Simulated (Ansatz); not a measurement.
# SrO: the cost of one run

Computed with Ansatz 0.2.0 (DFT r2SCAN, scalar-relativistic, plane waves, PAW).

1 further run of the same task is left out (it didn't finish).

## 1. The structure to begin with

It takes space group P6_3/mmc (No. 194, hexagonal). Conventional cell: a = 3.577 Å, b = 3.577 Å, c = 6.243 Å, α = 90.00°, β = 90.00°, γ = 120.00°. Sr (site symmetry -6m2) is surrounded by 6 O at 2.59 Å. Around O (site symmetry -3m) lie 6 Sr at 2.59 Å.

Structure file:

```cif
data_structure
_symmetry_space_group_name_H-M 'P6_3/mmc'
_symmetry_Int_Tables_number 194
_cell_length_a 3.5768
_cell_length_b 3.5768
_cell_length_c 6.2430
_cell_angle_alpha 90.000
_cell_angle_beta 90.000
_cell_angle_gamma 120.000
_cell_volume 69.17
loop_
_atom_site_label
_atom_site_type_symbol
_atom_site_symmetry_multiplicity
_atom_site_Wyckoff_symbol
_atom_site_fract_x
_atom_site_fract_y
_atom_site_fract_z
_atom_site_occupancy
Sr1 Sr 2 c 0.33333 0.66667 0.25000 1
O1 O 2 a 0.00000 0.00000 0.00000 1
```

It goes back to an entry of the Materials Project, which need not be the stable form.

It is the result of an earlier relaxation at this level (volume 17.29 Å³/atom; gap on the mesh: 2.97 eV).

## 2. Level of theory: r2SCAN

input.yaml reads:

```yaml
crystal:
  lattice:
    - [3.5767932952, 0.0, 0.0]
    - [-1.7883966476, 3.0975938577, 0.0]
    - [0.0, 0.0, 6.2429729757]
  atoms:
    - { symbol: Sr, position: [0.3333333333, 0.6666666667, 0.25] }
    - { symbol: Sr, position: [0.6666666667, 0.3333333333, 0.75] }
    - { symbol: O, position: [0.0, 0.0, 0.0] }
    - { symbol: O, position: [0.0, 0.0, 0.5] }
basis:
  ecutwfc: 500
kpoints:
  mp_grid: { grid: [9, 9, 4] }
  band_path:
    path:
      - [[0.0, 0.0, 0.0], [0.5, 0.0, 0.0], [0.33333333, 0.33333333, 0.0], [0.0, 0.0, 0.0], [0.0, 0.0, 0.5], [0.5, 0.0, 0.5], [0.33333333, 0.33333333, 0.5], [0.0, 0.0, 0.5]]
      - [[0.5, 0.0, 0.5], [0.5, 0.0, 0.0]]
      - [[0.33333333, 0.33333333, 0.5], [0.33333333, 0.33333333, 0.0]]
    npoints: 14
hamiltonian:
  xc: r2scan
scf:
  occupations: { method: gaussian, width: 0.02 }
  n_extra_bands: 10
output:
  forces: true
  stress: true
  eigenvalues: true
  populations: true
  dos: { projected: true, de: 0.02, nscf_kmesh: { grid: [14, 14, 6] } }
  bader: true
  write_density: true
  write_potential: true
  elf: true
  volumetric_format: npy
```

Command:

```bash
ansatz run input.yaml --threads 1 --pin off --max-ram 2560MiB --backend cpu --events-out ev --progress --plain --runs-dir out
```

What time and memory should one allow on 1 thread of Arm Neoverse V1, shared host?

About 47 s, with a peak of 0.49 GiB.
